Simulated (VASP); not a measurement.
# HgTe: molecular dynamics at constant energy

HgTe, Fm-3m (no. 225), 8 atoms in the cell. PBE, molecular dynamics; PAW potentials Hg, Te (PBE set).

Ensemble: NVE; Starting temperature (K): 1600.

## Input

INCAR:
```
SYSTEM = HgTe
ALGO     = Normal         ! electronic algorithm
EDIFF    = 1E-6           ! SCF threshold, eV
ENCUT    = 240            ! plane-wave cutoff, eV
GGA      = PE             ! functional
IBRION   = 0              ! ionic algorithm
ISIF     = 2              ! what is computed and relaxed
ISMEAR   = 0              ! smearing method
ISYM     = 0            
KPAR     = 2            
LASPH    = .True.         ! aspherical terms in the spheres
LCHARG   = .False.        ! write CHGCAR
LREAL    = Auto         
LWAVE    = .False.        ! write WAVECAR
MDALGO   = 2            
NELM     = 60             ! most SCF steps
NELMIN   = 4            
NSW      = 60             ! ionic steps
POTIM    = 4.0            ! step
PREC     = Normal         ! precision mode
RANDOM_SEED= 18732 0 0    
SIGMA    = 0.05           ! smearing width, eV
SMASS    = -3           
TEBEG    = 1600          
```

KPOINTS:
```
k-points
0
Monkhorst-Pack
  2 2 2
```

POSCAR:
```
HgTe
1.0
    6.3600000000      0.0000000000      0.0000000000
    0.0000000000      6.3600000000      0.0000000000
    0.0000000000      0.0000000000      6.3600000000
Hg Te
4 4
Direct
    0.0000000000      0.0000000000      0.0000000000
    0.0000000000      0.5000000000      0.5000000000
    0.5000000000      0.0000000000      0.5000000000
    0.5000000000      0.5000000000      0.0000000000
    0.5000000000      0.0000000000      0.0000000000
    0.5000000000      0.5000000000      0.5000000000
    0.0000000000      0.0000000000      0.5000000000
    0.0000000000      0.5000000000      0.0000000000
```

Commands:
```
cat potpaw_PBE.64/Hg/POTCAR potpaw_PBE.64/Te/POTCAR > POTCAR
mpirun -np 2 vasp_std > vasp.out
```

## Result

- Rise of the mean potential energy above the start (meV/atom): 11.7
- Mean temperature (K): 1497
- Electronic steps per ionic step after the first: 4.1

Course of the run:

| Time (fs) | Temperature (K) | Potential energy less the first (meV/atom) |
|---|---|---|
| 4 | 1600 | 0.0 |
| 24 | 1647 | -5.3 |
| 40 | 1678 | -8.9 |
| 60 | 1548 | 5.8 |
| 76 | 1284 | 35.7 |
| 96 | 1039 | 63.5 |
| 112 | 1133 | 52.8 |
| 132 | 1422 | 20.0 |
| 148 | 1578 | 2.5 |
| 168 | 1659 | -6.6 |
| 184 | 1679 | -8.9 |
| 204 | 1657 | -6.3 |
| 220 | 1594 | 0.8 |
| 240 | 1442 | 18.0 |

REPORT:
```
MDALGO =   2
               SCALING =       0
                 CNEXP =     9.000   14.000
           RANDOM_SEED =             18732                0                0

   original number of atomic DOF:         21
   number of independent constraints:      0
   number of active DOF:                  21

========================================
         MD step No.       1
========================================

  Atomic velocities initialized by STEP_tb

  >Energies
                    E_tot             E_pot             E_kin               EPS                ES
   e_b>   -0.99422119E+01   -0.11389933E+02    0.14477207E+01    0.00000000E+00    0.00000000E+00

  >Temperature
               T_sim     T_inst
   tmprt>   1600.000   1600.000

  >Thermostat:
           s(n+1) sdot(n+1)      s(n)   sdot(n)        Qs
   s_b>   0.00000   0.00000   0.00000   0.00000  -3.00000

           RANDOM_SEED =             18732               48                0

[... steps left out ...]

========================================
         MD step No.      60
========================================

  >Energies
                    E_tot             E_pot             E_kin               EPS                ES
   e_b>   -0.99413644E+01   -0.11245978E+02    0.13046134E+01    0.00000000E+00    0.00000000E+00

  >Temperature
               T_sim     T_inst
   tmprt>   1600.000   1441.840

  >Thermostat:
           s(n+1) sdot(n+1)      s(n)   sdot(n)        Qs
   s_b>   0.00000   0.00000   0.00000   0.00000  -3.00000

           RANDOM_SEED =             18732               48                0
```

OSZICAR:
```
N       E                     dE             d eps       ncg     rms          rms(c)
DAV:   1     0.302288448066E+03    0.30229E+03   -0.20989E+04   352   0.784E+02
DAV:   2     0.311316784198E+01   -0.29918E+03   -0.29188E+03   396   0.226E+02
DAV:   3    -0.123484889130E+02   -0.15462E+02   -0.15344E+02   400   0.509E+01
DAV:   4    -0.125599328737E+02   -0.21144E+00   -0.21130E+00   400   0.569E+00
DAV:   5    -0.125618021179E+02   -0.18692E-02   -0.18691E-02   400   0.570E-01    0.104E+01
DAV:   6    -0.114236525814E+02    0.11381E+01   -0.27306E+00   353   0.113E+01    0.886E+00
DAV:   7    -0.113965591529E+02    0.27093E-01   -0.78455E-01   356   0.315E+00    0.416E+00
DAV:   8    -0.113910459708E+02    0.55132E-02   -0.61363E-02   368   0.163E+00    0.988E-01
DAV:   9    -0.113899170990E+02    0.11289E-02   -0.10113E-02   368   0.650E-01    0.160E-01
DAV:  10    -0.113899016838E+02    0.15415E-04   -0.79286E-04   368   0.189E-01    0.715E-02
DAV:  11    -0.113899479170E+02   -0.46233E-04   -0.33967E-04   368   0.809E-02    0.477E-02
DAV:  12    -0.113899339738E+02    0.13943E-04   -0.49969E-05   368   0.366E-02    0.366E-02
[... left out ...]
     58 T=  1513. E= -.99414142E+01 F= -.11310605E+02 E0= -.11310582E+02  EK= 0.13692E+01 SP= 0.00E+00 SK= 0.00E+00
     59 T=  1479. E= -.99414040E+01 F= -.11279857E+02 E0= -.11279816E+02  EK= 0.13385E+01 SP= 0.00E+00 SK= 0.00E+00
[... last step whole ...]
       N       E                     dE             d eps       ncg     rms          rms(c)
DAV:   1    -0.112459412901E+02    0.33916E-01   -0.26848E-02   480   0.137E+00    0.169E-02
DAV:   2    -0.112459780030E+02   -0.36713E-04   -0.37581E-04   344   0.953E-02    0.102E-02
DAV:   3    -0.112459778297E+02    0.17329E-06   -0.25596E-06   272   0.880E-03    0.669E-03
DAV:   4    -0.112459777646E+02    0.65114E-07   -0.31570E-07   181   0.282E-03
     60 T=  1442. E= -.99413644E+01 F= -.11245978E+02 E0= -.11245908E+02  EK= 0.13046E+01 SP= 0.00E+00 SK= 0.00E+00
```

Limits: 240 fs of 8 atoms are too short for converged averages.

VASP 6.6.1 took 183 s on 2 cores (Intel Xeon Platinum 8488C (Sapphire Rapids)), a shared host.
